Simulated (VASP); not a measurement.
The system is TiO2.

```
Ti O
1.0
     4.59220    0.00000    0.00000
     0.00000    4.59220    0.00000
     0.00000    0.00000    2.95740
Ti O
2 4
Direct
  0.00000 0.00000 0.00000
  0.50000 0.50000 0.50000
  0.30496 0.30496 0.00000
  0.19504 0.80496 0.50000
  0.69504 0.69504 0.00000
  0.80496 0.19504 0.50000
```

| Quantity | Value |
| --- | --- |
| Program | VASP 6.6.1 |
| Task | relaxation of cell and atoms |
| Functional | RPBE |
| Potentials or basis | VASP PAW PBE potentials, release 64 (Ti_sv, O) |
| Cutoff | 600 eV |
| k mesh | 6 × 6 × 10 |
| Occupations | gaussian, width 0.02 eV |
| Spin | no spin polarisation |

At the start: pressure 10.8 GPa; volume 10.39 Å³/atom.

Problem. How do energy, volume and symmetry change on relaxing?

Solution. Over 8 steps the energy falls by 17.0 meV/atom and the volume is 10.93 Å³/atom (+5.1 %); space group P4_2/mnm (No. 136, to 0.05 Å).

The path:
| step | energy change (eV) | largest force (eV/Å) | pressure (GPa) | volume (Å³) |
| --- | --- | --- | --- | --- |
| 1 | 0.0000 | 0.1546 | 10.84 | 62.37 |
| 2 | 0.0321 | 0.3960 | -10.29 | 68.93 |
| 3 | -0.0951 | 0.1273 | -0.02 | 65.30 |
| 4 | -0.0951 | 0.1223 | 0.18 | 65.24 |
| 5 | -0.1007 | 0.0489 | 0.14 | 65.41 |
| 6 | -0.1017 | 0.0005 | 0.16 | 65.52 |
| 7 | -0.1017 | 0.0067 | -0.16 | 65.63 |
| 8 | -0.1018 | 0.0033 | 0.01 | 65.57 |

Final structure:
```yaml
crystal:
  lattice:
    - [4.68877, 0.00000, 0.00000]
    - [0.00000, 4.68877, 0.00000]
    - [0.00000, 0.00000, 2.98252]
  atoms:
    - { symbol: Ti, position: [0.00000, 0.00000, 0.00000] }
    - { symbol: Ti, position: [0.50000, 0.50000, 0.50000] }
    - { symbol: O, position: [0.30573, 0.30573, 0.00000] }
    - { symbol: O, position: [0.19427, 0.80573, 0.50000] }
    - { symbol: O, position: [0.69427, 0.69427, 0.00000] }
    - { symbol: O, position: [0.80573, 0.19427, 0.50000] }
```

Caveat: the PAW data sets were made with another functional, which shifts forces and pressure a little.
